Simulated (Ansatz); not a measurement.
The system is AlNi.

```xyz
2
Lattice="2.8810 0.0000 0.0000 0.0000 2.8810 0.0000 0.0000 0.0000 2.8810" Properties=species:S:1:pos:R:3 pbc="T T T"
Ni    1.4405    1.4405    1.4405
Al    0.0000    0.0000    0.0000
```

| Item | Value |
| --- | --- |
| Program | Ansatz 0.2.0 |
| Task | relaxation of cell and atoms |
| Functional | PBEsol |
| Potentials or basis | all-electron LAPW, scalar-relativistic |
| Basis error allowed | 0.001 eV/atom |
| k mesh | 9 × 9 × 9 |
| Occupations | fermi-dirac, width 0.05 eV |
| Spin | collinear spin, ferromagnetic start |
| Starting moments | [1.0, 0.0] μB |

At the start: volume 11.96 Å³/atom.

Q: Where does the relaxation end?

A: Over 4 steps the energy falls by 2.6 meV/atom and the volume is 11.71 Å³/atom (-2.1 %); space group Pm-3m (No. 221, to 0.05 Å); moment 0.00 μB per cell.

The path:
| step | energy change (eV) | largest force (eV/Å) | volume (Å³) |
| --- | --- | --- | --- |
| 1 | 0.0000 | 0.0000 | 23.91 |
| 2 | -0.0044 | 0.0000 | 23.62 |
| 3 | -0.0052 | 0.0000 | 23.42 |
| 4 | -0.0052 | 0.0000 | 23.42 |

Final structure:
```
Ni Al
1.0
     2.86115    0.00000    0.00000
     0.00000    2.86115    0.00000
     0.00000    0.00000    2.86115
Ni Al
1 1
Direct
  0.50000 0.50000 0.50000
  0.00000 0.00000 0.00000
```

Caveat: the starting moments weren't kept.
